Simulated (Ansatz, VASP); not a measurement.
## Ge: VASP beside Ansatz

INCAR

```
SYSTEM = Ge
ALGO = Normal
EDIFF = 1E-6
ENCUT = 520
GGA = PE
ISIF = 2
ISMEAR = -1
LASPH = .True.
LCHARG = .False.
LREAL = .False.
LWAVE = .False.
NBANDS = 13
NELM = 60
PREC = Accurate
SIGMA = 0.05
```

KPOINTS

```
k-points
0
Gamma
  10 10 10
  0 0 0
```

Contents of POSCAR:

```
Ge
1.0
    2.7636299668      0.0000000000      0.0000000000
    0.0000000000      2.7636299668      0.0000000000
    0.0000000000      0.0000000000      2.7636299668
Ge
1
Direct
    0.0000000000      0.0000000000      0.0000000000
```

The input input.yaml:

```yaml
crystal:
  lattice:
    - [2.7636299668, 0.0, 0.0]
    - [0.0, 2.7636299668, 0.0]
    - [0.0, 0.0, 2.7636299668]
  atoms:
    - { symbol: Ge, position: [0.0, 0.0, 0.0] }
hamiltonian:
  xc: pbe
  pseudopotentials: { kind: paw, azcp: { folder: soft_1 } }
kpoints:
  mp_grid: { grid: [10, 10, 10] }
scf:
  occupations: { method: fermi_dirac, width: 0.05 }
output:
  forces: true
  stress: true
  eigenvalues: true
  write_density: true
  write_potential: true
  elf: true
  volumetric_format: npy
```

The cell was built by a generator and needn't be a form met in nature.

Alike in both runs: task single point; functional PBE; k mesh 10 × 10 × 10; occupations fermi-dirac, width 0.05 eV; no spin polarisation.

|  | VASP | Ansatz |
| --- | --- | --- |
| version | VASP 6.6.1 | Ansatz 0.2.0 |
| potentials or method | VASP PAW PBE potentials, release 64 (Ge_d) | Ansatz PAW soft_1 |
| plane-wave cutoff (eV) | 520 | 420 |
| valence electrons in the cell | 14 | 14 |

VASP gave:

```
gap on the k mesh at the Fermi level (eV) : none
pressure (GPa)                            : -4.0
```

Problem. What did Ansatz give for the same quantities?

Solution. gap on the k mesh at the Fermi level (eV): none; pressure (GPa): -3.9.

A gap of «none» marks a metal or a gap that the smearing closes. The functional is the same, so the differences come from potentials, cutoffs and numerics.
